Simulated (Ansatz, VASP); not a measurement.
Tl: VASP beside Ansatz

```
CELL_PARAMETERS angstrom
0.00000 2.49615 2.49615
2.49615 0.00000 2.49615
2.49615 2.49615 0.00000
ATOMIC_POSITIONS crystal
Tl 0.00000 0.00000 0.00000
```

Alike in both runs: task single point; functional PBE; k mesh 14 × 14 × 14; occupations gaussian, width 0.05 eV; no spin polarisation.

```csv
,VASP,Ansatz
version,VASP 6.6.1,Ansatz 0.2.0
potentials or method,"VASP PAW PBE potentials, release 64 (Tl_d)","scalar-relativistic, plane waves, PAW"
plane-wave cutoff (eV),520,420
valence electrons in the cell,13,13
```

```csv
,VASP,Ansatz,Ansatz less VASP
gap on the k mesh at the Fermi level (eV),none,none,-
pressure (GPa),0.0,0.0,+0.06
```

A gap of «none» marks a metal or a gap that the smearing closes. With one functional, cell and mesh, what is left measures potentials, basis and numerics.

Spin-orbit coupling is left out, which matters for the levels of Tl.
